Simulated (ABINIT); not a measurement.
## LiF (Griceite): G0W0 in ABINIT against the wavefunction cutoff in GW

Aim: move the wavefunction cutoff in GW of a G0W0 run on LiF (Griceite) over a wide range.

Method: LDA and many-body steps on it, plane waves, in ABINIT 10.8.3.

Report form: the programs' logs are mostly left out.

### 1. The starting structure

Symmetry: Fm-3m, No. 225, cubic system. The conventional cell has a = 4.028 Å, b = 4.028 Å, c = 4.028 Å, α = 90.00°, β = 90.00°, γ = 90.00°. Nearest to Li lie 6 F at 2.01 Å. Nearest to F lie 6 Li at 2.01 Å. Farther neighbours and most contacts between anions are not listed.

Coordinates:

```cif
data_structure
_symmetry_space_group_name_H-M 'P 1'
_symmetry_Int_Tables_number 1
_cell_length_a 2.8482
_cell_length_b 2.8482
_cell_length_c 2.8482
_cell_angle_alpha 60.000
_cell_angle_beta 60.000
_cell_angle_gamma 60.000
_cell_volume 16.34
loop_
_atom_site_label
_atom_site_type_symbol
_atom_site_fract_x
_atom_site_fract_y
_atom_site_fract_z
_atom_site_occupancy
Li1 Li 0.00000 0.00000 0.00000 1
F2 F 0.50000 0.50000 0.50000 1
```

The cell and positions come from the Crystallography Open Database and are kept as given unless a step says otherwise.

### 2. Screening, 6×6×6 mesh, 17 bands, screening to 130.6 eV

This step: ABINIT 10.8.3; RPA screening on LDA, plane waves, norm-conserving pseudopotentials.

The RPA dielectric matrix is built and inverted for each q.

The input, run.abi:

```
acell 3*1.0 Angstrom
rprim 
  0.000000000000 2.014000000000 2.014000000000
  2.014000000000 0.000000000000 2.014000000000
  2.014000000000 2.014000000000 -0.000000000000
ntypat 2
znucl 3 9
natom 2
typat 1 2
xred 
  0.000000000000 0.000000000000 0.000000000000
  0.500000000000 0.500000000000 0.500000000000
pp_dirpath "pseudos"
pseudos "Li.upf, F.upf"
ecut 36
ngkpt 6 6 6
nshiftk 1
shiftk 0 0 0
kptopt 1
chksymbreak 0
istwfk *1
occopt 1
irdwfk 1
optdriver 3
nband 17
ecuteps 4.8
inclvkb 2
awtr 1
symchi 1
ecutwfn 10.8
indata_prefix "in"
outdata_prefix "out"
tmpdata_prefix "tmp"
```

Launch:

```sh
OMP_NUM_THREADS=1 mpirun -n 4 abinit run.abi > log
```

Wall time 2.8 s (4 MPI ranks of Arm Neoverse V1, shared host); peak memory 0.07 GiB.

Numbers from this step:

- ε∞ with local fields, on this mesh, along the program's q direction: 2.107
- the same without local fields: 2.190
- plasma frequency: 28.78 eV
- plane waves in the screening matrix: 59

Local fields lower ε∞ by 4 %.

### 3. 10.8 Ha

This step: G0W0 on LDA, plane waves, norm-conserving pseudopotentials.

Changes to run.abi since step 2:

```diff
@@ -23,8 +23,15 @@
 irdwfk 1
-optdriver 3
+optdriver 4
 nband 17
+gwcalctyp 0
+ecutsigx 10.8
+symsigma 1
+nkptgw 1
+kptgw 
+  0.0000000000 0.0000000000 0.0000000000
+bdgw 
+  3 9
 ecuteps 4.8
-inclvkb 2
-awtr 1
-symchi 1
+irdscr 1
+ppmodel 1
 ecutwfn 10.8
```

It took 1.8 s on 4 MPI ranks; peak memory 0.07 GiB; 6.8 s of CPU time.

This step gave:

| Property | Result |
| --- | --- |
| G0W0 gap on the points computed | 13.23 eV |
| starting gap on the mesh | 8.864 eV |
| k of the valence top | 0, 0, 0 |
| k of the conduction bottom | 0, 0, 0 |
| Z at the valence top | 0.843 |
| Z at the conduction bottom | 0.891 |
| least direct G0W0 gap on the computed points | 13.23 eV |

### 4. Screening, 6×6×6 mesh, 17 bands, screening to 130.6 eV

This step: RPA screening on LDA, plane waves, norm-conserving pseudopotentials.

Changes to run.abi since step 3:

```diff
@@ -23,16 +23,9 @@
 irdwfk 1
-optdriver 4
+optdriver 3
 nband 17
-gwcalctyp 0
-ecutsigx 10.8
-symsigma 1
-nkptgw 1
-kptgw 
-  0.0000000000 0.0000000000 0.0000000000
-bdgw 
-  3 9
 ecuteps 4.8
-irdscr 1
-ppmodel 1
-ecutwfn 10.8
+inclvkb 2
+awtr 1
+symchi 1
+ecutwfn 18
 indata_prefix "in"
```

Run time: 2.9 s. Hardware: 4 MPI ranks; peak memory 0.07 GiB; 11 s of CPU time.

Numbers from this step:

```yaml
eps_infinity_with_local_fields_on_this_mesh_along_the_program_s_q_direction: 2.032
the_same_without_local_fields: 2.112
plasma_frequency: 29.02 eV
plane_waves_in_the_screening_matrix: 59
```

### 5. 18 Ha

The self-energy is evaluated for the states that the input lists, and the levels follow from it, in one-shot runs by the linearised quasiparticle equation.

This step: G0W0 on LDA, plane waves, norm-conserving pseudopotentials.

Changes to run.abi since step 4:

```diff
@@ -23,8 +23,15 @@
 irdwfk 1
-optdriver 3
+optdriver 4
 nband 17
+gwcalctyp 0
+ecutsigx 18
+symsigma 1
+nkptgw 1
+kptgw 
+  0.0000000000 0.0000000000 0.0000000000
+bdgw 
+  3 9
 ecuteps 4.8
-inclvkb 2
-awtr 1
-symchi 1
+irdscr 1
+ppmodel 1
 ecutwfn 18
```

It took 1.9 s on 4 MPI ranks; peak memory 0.09 GiB; 7.2 s of CPU time.

This step gave:

```
G0W0 gap on the points computed              : 13.50 eV
starting gap on the mesh                     : 8.864 eV
k of the valence top                         : 0, 0, 0
k of the conduction bottom                   : 0, 0, 0
Z at the valence top                         : 0.828
Z at the conduction bottom                   : 0.891
least direct G0W0 gap on the computed points : 13.50 eV
```

The gap on the mesh goes from 8.86 eV to 13.50 eV, a correction of +4.63 eV.

### 6. Screening, 6×6×6 mesh, 17 bands, screening to 130.6 eV

This step: RPA screening on LDA, plane waves, norm-conserving pseudopotentials.

Changes to run.abi since step 5:

```diff
@@ -23,16 +23,9 @@
 irdwfk 1
-optdriver 4
+optdriver 3
 nband 17
-gwcalctyp 0
-ecutsigx 18
-symsigma 1
-nkptgw 1
-kptgw 
-  0.0000000000 0.0000000000 0.0000000000
-bdgw 
-  3 9
 ecuteps 4.8
-irdscr 1
-ppmodel 1
-ecutwfn 18
+inclvkb 2
+awtr 1
+symchi 1
+ecutwfn 27
 indata_prefix "in"
```

Elapsed: 4.3 s, on 4 MPI ranks; peak memory 0.31 GiB; 17 s of CPU time.

This step gave:

| Item | Value |
| --- | --- |
| ε∞ with local fields, on this mesh, along the program's q direction | 2.010 |
| the same without local fields | 2.090 |
| plasma frequency | 29.05 eV |
| plane waves in the screening matrix | 59 |

### 7. 27 Ha

This step: G0W0 on LDA, plane waves, norm-conserving pseudopotentials.

Changes to run.abi since step 6:

```diff
@@ -23,8 +23,15 @@
 irdwfk 1
-optdriver 3
+optdriver 4
 nband 17
+gwcalctyp 0
+ecutsigx 27
+symsigma 1
+nkptgw 1
+kptgw 
+  0.0000000000 0.0000000000 0.0000000000
+bdgw 
+  3 9
 ecuteps 4.8
-inclvkb 2
-awtr 1
-symchi 1
+irdscr 1
+ppmodel 1
 ecutwfn 27
```

It took 1.9 s on 4 MPI ranks; peak memory 0.09 GiB.

Numbers from this step:

- G0W0 gap on the points computed: 13.60 eV
- starting gap on the mesh: 8.864 eV
- k of the valence top: 0, 0, 0
- k of the conduction bottom: 0, 0, 0
- least direct G0W0 gap on the computed points: 13.60 eV

Against the run before, the gap moves by +0.102 eV.

### 8. Screening, 6×6×6 mesh, 17 bands, screening to 130.6 eV

This step: RPA screening on LDA, plane waves, norm-conserving pseudopotentials.

Changes to run.abi since step 7:

```diff
@@ -23,16 +23,8 @@
 irdwfk 1
-optdriver 4
+optdriver 3
 nband 17
-gwcalctyp 0
-ecutsigx 27
-symsigma 1
-nkptgw 1
-kptgw 
-  0.0000000000 0.0000000000 0.0000000000
-bdgw 
-  3 9
 ecuteps 4.8
-irdscr 1
-ppmodel 1
-ecutwfn 27
+inclvkb 2
+awtr 1
+symchi 1
 indata_prefix "in"
```

The job ended after 3.9 s (4 MPI ranks; peak memory 0.35 GiB; 15 s of CPU time).

Numbers from this step:

```yaml
eps_infinity_with_local_fields_on_this_mesh_along_the_program_s_q_direction: 2.008
the_same_without_local_fields: 2.087
plasma_frequency: 29.05 eV
plane_waves_in_the_screening_matrix: 59
```

### 9. 36 Ha

This step: G0W0 on LDA, plane waves, norm-conserving pseudopotentials.

Changes to run.abi since step 8:

```diff
@@ -23,8 +23,15 @@
 irdwfk 1
-optdriver 3
+optdriver 4
 nband 17
+gwcalctyp 0
+ecutsigx 36
+symsigma 1
+nkptgw 1
+kptgw 
+  0.0000000000 0.0000000000 0.0000000000
+bdgw 
+  3 9
 ecuteps 4.8
-inclvkb 2
-awtr 1
-symchi 1
+irdscr 1
+ppmodel 1
 indata_prefix "in"
```

Elapsed: 2.1 s, on 4 MPI ranks; peak memory 0.12 GiB; 8.1 s of CPU time.

Numbers from this step:

| Property | Result |
| --- | --- |
| G0W0 gap on the points computed | 13.63 eV |
| starting gap on the mesh | 8.864 eV |
| k of the valence top | 0, 0, 0 |
| k of the conduction bottom | 0, 0, 0 |
| least direct G0W0 gap on the computed points | 13.63 eV |

Against the run before, the gap moves by +0.031 eV.

### 10. Side by side

Times are wall times on 4 MPI ranks of Arm Neoverse V1, shared host, good to a factor of about two. A run's time includes the screening step that it read.

```csv
run,mesh,bands,screening cutoff (eV),DFT gap (eV),gap on the mesh (eV),direct (eV),ε∞ used,time
10.8 Ha,6×6×6,17,130.6,8.864,13.232,13.232,2.11,4.6 s
18 Ha,6×6×6,17,130.6,8.864,13.496,13.496,2.03,4.8 s
27 Ha,6×6×6,17,130.6,8.864,13.598,13.598,2.01,6.2 s
36 Ha,6×6×6,17,130.6,8.864,13.629,13.629,2.01,6 s
```

### 11. Outcome

```json
{
 "10.8 Ha": "13.232 eV",
 "18 Ha": "13.496 eV",
 "27 Ha": "13.598 eV",
 "36 Ha": "13.629 eV",
 "known limits": "not at the basis limit"
}
```

What this shows: The setting moved: wavefunction cutoff in GW. From 10.8 Ha to 36 Ha the gap moves by +0.40 eV. The last step still moves it by +0.031 eV. Bands and screening cutoff are coupled, so a series along one setting does not show full convergence. The exchange cutoff follows the wavefunction cutoff here. Bands and cutoff are finite, so the gap is not at the basis limit. The miss can reach some tenths of an eV and take either sign; the mesh is an error of its own. In the G0W0 runs levels were corrected at 1 k point alone, so a gap called «on the mesh» is the least over those, and an edge elsewhere would be missed.

[Paths, hosts, dates, memory and timing lines, banners, echoed tables and standing remarks are left out of the program output.]

[Logs are printed without paths, hosts, clocks, repeated set-up lines and the standing remarks that a program may print on its own settings, such as how far it seeks lower states.]

[Runs of the session that timed out or met a known fault of the program may be left out.]

[Hosts, paths, dates, database ids (printed as entryN), source tags and the programs' standing remarks are cut or masked in the printed files.]

[G0W0 gaps are taken among the corrected bands and points alone; a level outside them can change the order at an edge.]

[Where Ansatz stands beside ABINIT at settings called matched, ABINIT's density can come from a denser mesh and the files from another edition; pairs whose starting gaps differed by over 0.03 eV were left out, so agreement reads better than it is.]
